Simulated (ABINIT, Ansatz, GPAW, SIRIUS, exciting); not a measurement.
**Sn: programs and potentials compared**

```
Sn
1.0
    -1.96923    2.05623    1.62201
     2.04455   -2.03890    1.69286
     1.97855    2.04822   -1.60084
Sn
1
Direct
  0.00815 0.00113 0.99938
```

This isn't the form of Sn at room conditions, which is tetragonal (white tin).

The given cell was strained at random by a few per cent at fixed volume.

Alike in all runs: task single point; functional PBEsol; k mesh 10 × 10 × 10; occupations fermi-dirac, width 0.05 eV; no spin polarisation; no spin-orbit coupling. Pressure is positive in compression and, in plane waves, holds the error of the finite cutoff.

```json
{"program and potentials": "exciting, all-electron LAPW+lo, shipped species files, valence relativity iora*", "plane-wave cutoff (eV)": "-", "notes": "-", "band gap (eV)": "no gap", "pressure (GPa)": "-", "energy over the undisturbed cell (meV/atom)": "1.11"}
{"program and potentials": "SIRIUS, PseudoDojo 0.4.1 PBEsol standard (scalar relativistic)", "plane-wave cutoff (eV)": "983", "notes": "-", "band gap (eV)": "no gap", "pressure (GPa)": "-1.66", "energy over the undisturbed cell (meV/atom)": "-"}
{"program and potentials": "Ansatz, all-electron LAPW, scalar-relativistic", "plane-wave cutoff (eV)": "-", "notes": "-", "band gap (eV)": "no gap", "pressure (GPa)": "-1.73", "energy over the undisturbed cell (meV/atom)": "-"}
{"program and potentials": "GPAW, PAW data sets generated for this functional", "plane-wave cutoff (eV)": "600", "notes": "-", "band gap (eV)": "no gap", "pressure (GPa)": "-1.96", "energy over the undisturbed cell (meV/atom)": "1.31"}
{"program and potentials": "ABINIT, PseudoDojo NC SR PBEsol v0.4.1 standard", "plane-wave cutoff (eV)": "980", "notes": "-", "band gap (eV)": "no gap", "pressure (GPa)": "-1.66", "energy over the undisturbed cell (meV/atom)": "1.28"}
```

None finds a gap. The pressure spans -1.96 (GPAW, PAW data sets generated for this functional) to -1.66 GPa (SIRIUS, PseudoDojo 0.4.1 PBEsol standard (scalar relativistic)), with all-electron results at -1.73.

Differences between rows come from potentials, basis sets and numerical settings, since the functional is the same but for its coding. Runs on potential files found faulty are left out.
